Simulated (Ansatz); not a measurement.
The system is CoO.

```
Co O
1.0
     1.60222    0.92504    2.56647
    -1.60222    0.92504    2.56647
     0.00000   -1.85008    2.56647
Co O
1 1
Direct
  0.99898 0.99898 0.99898
  0.75102 0.75102 0.75102
```

Measurements of this composition are mostly on another form, of space group No. 225.

Base run:

```yaml
Program: Ansatz 0.2.0
Functional: LDA
Potentials_or_basis: all-electron LAPW, scalar-relativistic
Cutoff: 455 eV
Density_cutoff: 1821 eV
Basis_error_allowed: 0.001 eV/atom
k_mesh: 7 × 7 × 7
Occupations: fermi-dirac, width 0.05 eV
Spin: collinear spin, ferromagnetic start
Starting_moments: "[2.0, 0.0] μB"
```

Its results: pressure -15.2 GPa; net moment 2.70 μB per cell; site moments Co +2.29; O +0.31 μB; largest force 0.198 eV/Å.

Task: After a change of settings the same cell gave: pressure -15.9 GPa; net moment 2.63 μB per cell; site moments Co +2.24; O +0.30 μB; largest force 0.188 eV/Å. Which change was it?
A. k mesh from 7 × 7 × 7 to 10 × 10 × 10
B. functional from LDA to PBEsol; k mesh from 7 × 7 × 7 to 10 × 10 × 10
C. functional from LDA to PBEsol

Result: A.

Caveats: a cell with one magnetic atom can't hold antiferromagnetic order, which such compounds often take; the k mesh is thin for a metal, which can move the energy by tens of meV per atom (some runs).

Not every run made on this cell is shown here.
